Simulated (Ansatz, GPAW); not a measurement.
# GaAgSe₂ with GLLB-SC from a Python script

These are simulated results from GPAW 26.7.0, not measurements. The cell began as a measured structure and was relaxed with r2SCAN in plane waves (Ansatz 0.2.0). All runs are without spin polarisation.

Space group I-42d (No. 122), tetragonal; conventional cell a = 6.014 Å, c = 11.006 Å, 24.88 Å³ an atom. Ga is surrounded by 4 Se at 2.42 Å; Ag is surrounded by 4 Se at 2.65 Å; Se is surrounded by 2 Ga at 2.42 Å and 2 Ag at 2.65 Å.

GLLB-SC is a model potential. Its fundamental gap is the Kohn-Sham gap plus a derivative discontinuity, which the script evaluates at the band edges among the listed k points. Its total energy isn't variational and serves nothing here.

run.py reads:

```python
import json
from ase import Atoms
from gpaw import GPAW, PW, FermiDirac

atoms = Atoms(['Ga', 'Ga', 'Ag', 'Ag', 'Se', 'Se', 'Se', 'Se'],
              cell=[[-3.00688296, 3.00688296, 5.50313566], [3.00688296, -3.00688296, 5.50313566], [3.00688296, 3.00688296, -5.50313566]],
              scaled_positions=[[0.5, 0.5, 0.0], [0.25, 0.75, 0.5], [0.0, 0.0, 0.0], [0.75, 0.25, 0.5], [0.375, 0.407332421, 0.532332421], [0.592667579, 0.125, 0.967667579], [0.875, 0.842667579, 0.467667579], [0.157332421, 0.625, 0.032332421]],
              pbc=True)
calc = GPAW(mode=PW(400), xc='GLLBSC', kpts={'size': (4, 4, 4), 'gamma': True},
            occupations=FermiDirac(0.02), maxiter=100, legacy_gpaw=True, txt='gpaw.txt')
atoms.calc = calc
res = {'energy': atoms.get_potential_energy(force_consistent=True)}
res['electrons'] = calc.get_number_of_electrons()
res['k'] = calc.get_ibz_k_points().tolist()
res['levels'] = [calc.get_eigenvalues(kpt=i).tolist() for i in range(len(res['k']))]
points = [[0.0, 0.0, 0.0], [0.0, 0.0, 0.5], [0.25, 0.25, 0.25], [0.0, 0.5, 0.0], [0.5, 0.5, -0.5], [0.324637, 0.675363, -0.324637], [-0.324637, 0.324637, 0.324637], [-0.149273, 0.149273, 0.5], [0.5, 0.5, -0.149273]]
bands = calc.fixed_density(kpts=points, symmetry='off', nbands=round(res['electrons']) // 2 + 6, convergence={'bands': -2}, txt='bands.txt')
res['points'] = [bands.get_eigenvalues(kpt=i).tolist() for i in range(len(points))]
homo, lumo = bands.get_homo_lumo()
potential = calc.hamiltonian.xc.response.calculate_discontinuity_potential(homo, lumo)
res['discontinuity'] = bands.hamiltonian.xc.response.calculate_discontinuity(potential)
json.dump(res, open('results.json', 'w'))
print('free energy (eV):', round(res['energy'], 5))
```

Command: `python run.py`. It took 120 s on 1 thread of Intel(R) Xeon(R) Platinum 8488C (Sapphire Rapids), on a shared host, peak memory 0.36 GiB.

The log gpaw.txt, trimmed of paths, versions and times, then the last line on the terminal. An iter line gives the energy in eV and the logarithms of the changes of orbitals (plane waves alone) and density (c: converged):

```
___ ___ ___ _ _ _
 |   |   |_  | | | |

 | | | | | . | | | |

 |__ |  _|___|_____|  26.7.0
 |___|_|

Input parameters:
  kpts: {gamma: True,
         size: (4, 4, 4)}
  maxiter: 100
  mode: {ecut: 400.0,
         name: pw}
  occupations: {fixmagmom: False,
                name: fermi-dirac,
                width: 0.02}
  xc: GLLBSC

System changes: positions, numbers, cell, pbc, initial_charges, initial_magmoms

Initialize ...

species:
  Ga:
    name:    Gallium
    Z:       31.0
    valence: 3
    core:    28
    charge:  0.0  # [|e|]
    compensation charges:
      type: gauss
      rc: 0.37  # [Å]
      lmax: 2
    cutoffs:
      filter: 2.06  # [Å]
      core: 4.02  # [Å]
    projectors
    | kind |    occ | energy [eV] | rcut [Å] |

    |------|--------|-------------|----------|

    |   4s |  2.000 |      -9.380 |    1.164 |

    |   4p |  1.000 |      -3.146 |    1.164 |

    |    s |        |      17.831 |    1.164 |

    |    p |        |      24.065 |    1.164 |

    |    d |        |       0.000 |    1.164 |

    Using partial waves for Ga as LCAO basis

  Ag:
    name:    Silver
    Z:       47.0
    valence: 17
    core:    30
    charge:  0.0  # [|e|]
    compensation charges:
      type: gauss
      rc: 0.40  # [Å]
      lmax: 2
    cutoffs:
      filter: 2.35  # [Å]
      core: 2.19  # [Å]
    projectors
    | kind |    occ | energy [eV] | rcut [Å] |

    |------|--------|-------------|----------|

    |   5s |  1.000 |      -6.187 |    1.286 |

    |   4p |  6.000 |     -60.965 |    1.328 |

    |   5p |  0.000 |      -1.933 |    1.328 |

    |   4d | 10.000 |      -9.899 |    1.180 |

    |    s |        |      21.024 |    1.286 |

    |    d |        |      17.313 |    1.180 |

    Using partial waves for Ag as LCAO basis

  Se:
    name:    Selenium
    Z:       34.0
    valence: 6
    core:    28
    charge:  0.0  # [|e|]
    compensation charges:
      type: gauss
      rc: 0.27  # [Å]
      lmax: 2
    cutoffs:
      filter: 1.77  # [Å]
      core: 2.61  # [Å]
    projectors
    | kind |    occ | energy [eV] | rcut [Å] |

    |------|--------|-------------|----------|

    |   4s |  2.000 |     -19.929 |    0.847 |

    |   4p |  4.000 |      -9.440 |    1.005 |

    |    s |        |       7.282 |    0.847 |

    |    p |        |      17.771 |    1.005 |

    |    d |        |       0.000 |    0.847 |

    Using partial waves for Se as LCAO basis

Reference energy: -658975.578440  # eV

Spin-paired calculation

Convergence criteria:
 Maximum [total energy] change in last 3 cyles: 0.0005 eV / valence electron
 Maximum integral of absolute [dens]ity change: 0.0001 electrons / valence electron
 Maximum integral of absolute [eigenst]ate change: 4e-08 eV^2 / valence electron
 Maximum number of scf [iter]ations: 100
 (Square brackets indicate name in SCF output, whereas a 'c' in
 the SCF output indicates the quantity has converged.)

Symmetries present (total): 4

  ( 1  0  0)  ( 0  1  0)  ( 0  0  1)  (-1 -1 -1)
  ( 0  1  0)  ( 1  0  0)  (-1 -1 -1)  ( 0  0  1)
  ( 0  0  1)  (-1 -1 -1)  ( 0  1  0)  ( 1  0  0)

64 k-points: 4 x 4 x 4 Monkhorst-Pack grid + [1/8,1/8,1/8]
14 k-points in the irreducible part of the Brillouin zone
       k-points in crystal coordinates                weights
   0:     0.00000000    0.00000000    0.00000000          1/64
   1:     0.25000000   -0.25000000    0.00000000          4/64
   2:     0.25000000   -0.25000000    0.25000000          4/64
   3:     0.25000000    0.00000000    0.00000000          8/64
   4:     0.25000000    0.25000000   -0.25000000          2/64
   5:     0.25000000    0.25000000    0.25000000          2/64
   6:     0.50000000    0.00000000    0.25000000          8/64
   7:     0.50000000    0.00000000    0.50000000          4/64
   8:     0.50000000    0.25000000    0.00000000          8/64
   9:     0.50000000    0.25000000    0.25000000          8/64
          ...
  13:     0.50000000    0.50000000    0.50000000          1/64

Wave functions: Plane wave expansion
  Cutoff energy: 400.000 eV
  Number of coefficients (min, max): 3590, 3644
  Pulay-stress correction: 0.000000 eV/Ang^3 (de/decut=0.000000)
  Using FFTW library
  ScaLapack parameters: grid=1x1, blocksize=None
  Wavefunction extrapolation:
    Improved wavefunction reuse through dual PAW basis

Occupation numbers: Fermi-Dirac:
  width: 0.0200  # eV

Eigensolver
   Davidson(niter=2)

Densities:
  Coarse grid: 35*35*35 grid
  Fine grid: 70*70*70 grid
  Total Charge: 0.000000

Density mixing:
  Method: separate
  Backend: msr1
  Linear mixing parameter: 0.05
  old densities: 10
  Width of damping distribution: 1.1
  Damping of long wavelength oscillations: 20

Hamiltonian:
  XC and Coulomb potentials evaluated on a 70*70*70 grid
  Using the GLLBSC Exchange-Correlation functional
  External potential:
    NoExternalPotential

XC parameters: GLLBSC functional being used consists of
  -----------------------------------------------------------------------
  | Weight | Module     | Description                                   |

  -----------------------------------------------------------------------
  |  1.000 | SCREENING  | GGA_X_PBE_SOL with 2 nearest neighbor stencil |

  |  1.000 | RESPONSE   | eps=0.0500 eV                                 |

  |  1.000 | XC         | GGA_C_PBE_SOL with 2 nearest neighbor stencil |

  -----------------------------------------------------------------------

Memory estimate:
  Process memory now: 130.01 MiB
  Calculator: 76.07 MiB
    Density: 20.81 MiB
      Arrays: 8.50 MiB
      Localized functions: 5.76 MiB
      Mixer: 6.54 MiB
    Hamiltonian: 5.72 MiB
      Arrays: 5.56 MiB
      XC: 0.00 MiB
      Poisson: 0.00 MiB
      vbar: 0.15 MiB
    Wavefunctions: 49.54 MiB
      Arrays psit_nG: 33.47 MiB
      Eigensolver: 2.95 MiB
      Projections: 1.05 MiB
      Projectors: 9.66 MiB
      PW-descriptor: 2.41 MiB

Total number of cores used: 1

Number of atoms: 8
Number of atomic orbitals: 48
Number of bands in calculation: 43
Number of valence electrons: 64
Bands to converge: occupied

... initialized

Initializing position-dependent things.

Density initialized from atomic densities
Creating initial wave functions:
  43 bands from LCAO basis set
Positions:
   0 Ga     0.000000    0.000000    5.503136    ( 0.0000,  0.0000,  0.0000)
   1 Ga     3.006883    0.000000    2.751568    ( 0.0000,  0.0000,  0.0000)
   2 Ag     0.000000    0.000000    0.000000    ( 0.0000,  0.0000,  0.0000)
   3 Ag     0.000000    3.006883    2.751568    ( 0.0000,  0.0000,  0.0000)
   4 Se     1.697881    1.503441    1.375784    ( 0.0000,  0.0000,  0.0000)
   5 Se     1.503441    4.315885   -1.375784    ( 0.0000,  0.0000,  0.0000)
   6 Se     1.309002    1.503441    6.878920    ( 0.0000,  0.0000,  0.0000)
   7 Se     1.503441   -1.309002    4.127352    ( 0.0000,  0.0000,  0.0000)

Unit cell:
           periodic     x           y           z      points  spacing
  1. axis:    yes   -3.006883    3.006883    5.503136    35     0.1508
  2. axis:    yes    3.006883   -3.006883    5.503136    35     0.1508
  3. axis:    yes    3.006883    3.006883   -5.503136    35     0.1215

  Lengths:   6.954653   6.954653   6.954653
  Angles:  128.765709 128.765709  75.387851

Effective grid spacing dv^(1/3) = 0.1668

iter:   1   -33.322846
iter:   2   -32.281046   -0.91  -1.14
iter:   3   -31.443631   -1.33  -1.18
iter:   4   -30.834867   -1.74  -1.45
iter:   5   -30.977847   -3.07  -1.54
iter:   6   -31.126182   -2.56  -1.62
iter:   7   -31.228835   -3.65  -1.81
iter:   8   -31.276155   -3.39  -1.94
iter:   9   -31.403575   -3.12  -2.09
iter:  10   -31.443669   -3.91  -2.58
iter:  11   -31.463904   -4.22  -3.01
iter:  12   -31.456113c  -5.32  -3.15
iter:  13   -31.454894c  -6.30  -3.62
iter:  14   -31.454004c  -6.98  -4.14c
iter:  15   -31.453795c  -7.46c -4.16c

Converged after 15 iterations.

Energy contributions relative to reference atoms: (reference = -658975.578440)

Kinetic:       +166.098269
Potential:     -156.065918
External:        +0.000000
XC:             -42.722916
Entropy (-ST):   -0.000000
Local:           +1.236770
SIC:             +0.000000
--------------------------
Free energy:    -31.453795
Extrapolated:   -31.453795

GLLBSC response reference energy: 2.86052 eV (from HOMO)

Showing only first 2 kpts
 Kpt  Band  Eigenvalues  Occupancy
  0    30      2.64207    2.00000
  0    31      2.86074    2.00000
  0    32      3.65085    0.00000
  0    33      5.79189    0.00000

  1    30      2.27648    2.00000
  1    31      2.46086    2.00000
  1    32      5.12372    0.00000
  1    33      6.06355    0.00000

Fermi level: 3.26711

Gap: 0.790 eV
Transition (v -> c):
  (s=0, k=0, n=31, [0.00, 0.00, 0.00]) -> (s=0, k=0, n=32, [0.00, 0.00, 0.00])
No difference between direct/indirect transitions

free energy (eV): -31.45379
```

The gap in the log is over the mesh alone; results.json adds the listed points. GLLB-SC gives a gap of 1.12 eV (0.790 eV Kohn-Sham over the listed points plus 0.330 eV discontinuity). On the same cell, plane-wave PBE (Ansatz, 6×6×6 k points and the special points) gives a gap of 0.37 eV and r2SCAN a gap of 0.84 eV; on shared hosts these took about 34 and 64 core-seconds on the 8-atom cell, against 120 for the script. Semilocal gaps usually lie below measured ones.

Spin-orbit coupling is left out.
